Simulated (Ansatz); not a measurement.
# CdO2 under changes of volume

One of the cells (14.470 Å³/atom); the others are scaled copies at fixed shape and fractional positions:

```
Cd O
1.0
     3.47623    0.00000    0.00000
    -1.73811    3.01050    0.00000
     0.00000    0.00000    4.14808
Cd O
1 2
Cartesian
  0.0000 0.0000 0.0000
  0.0000 2.0070 1.0130
  1.7381 1.0035 3.1350
```

The cell comes from a database or a generator and needn't be the stable form of this composition.

| Item | Value |
| --- | --- |
| Program | Ansatz 0.2.0 |
| Functional | r2SCAN |
| Potentials or basis | Ansatz PAW |
| Cutoff | 500 eV (not typed: the program's choice for these potentials) |
| k mesh | 9 × 9 × 7 |
| Occupations | fermi-dirac, width 0.05 eV |
| Spin | no spin polarisation |

| volume (Å³/atom) | energy over the lowest point (meV/atom) | pressure (GPa) | largest force (eV/Å) |
| --- | --- | --- | --- |
| 13.602 | 0.00 | -5.0 | 0.078 |
| 13.891 | ? | ? | ? |
| 14.181 | 24.98 | -8.4 | 0.148 |
| 14.470 | 41.67 | -9.8 | 0.248 |
| 14.760 | 60.67 | -11.0 | 0.342 |
| 15.049 | 81.70 | -12.0 | 0.428 |
| 15.338 | 104.49 | -12.9 | 0.509 |

Q: What does the run at 13.891 Å³/atom give?

A: Energy over the lowest point 10.96 meV/atom; pressure -6.8 GPa; largest force 0.039 eV/Å.

Worked out: A Birch-Murnaghan fit of order 3 (a polynomial in V^(-2/3)) to the other rows has no minimum within the range. It gives 10.96 meV/atom at 13.891 Å³/atom, against the run's 10.96, and -dE/dV = -7.0 GPa, against -6.8.

Energies are extrapolated to zero smearing.

Caveats: the PAW data sets come from PBE, with cores solved anew for the run's functional, which leaves a small shift of forces and pressure.
